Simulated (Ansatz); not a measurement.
Crystal: LiF (Griceite).

```
F Li
1.0
     0.00000    2.01400    2.01400
     2.01400    0.00000    2.01400
     2.01400    2.01400    0.00000
F Li
1 1
Direct
  0.50000 0.50000 0.50000
  0.00000 0.00000 0.00000
```

Base run:

```yaml
Program: Ansatz 0.2.0
Functional: PBEsol
Potentials_or_basis: all-electron LAPW, scalar-relativistic
Cutoff: 287 eV (chosen from the basis error)
Basis_error_allowed: 0.001 eV/atom
k_mesh: 11 × 11 × 11
Occupations: fermi-dirac, width 0.05 eV
Spin: no spin polarisation
```

Its results: band gap on the k mesh 8.90 eV, direct; pressure -1.2 GPa.

**Question.** The run is repeated on the same cell with these changes: functional from PBEsol to LDA. What comes out?

**Answer.** Band gap on the k mesh 8.82 eV, direct; pressure -6.4 GPa.

LDA binds more tightly than PBEsol, so the same cell stands under less pressure.
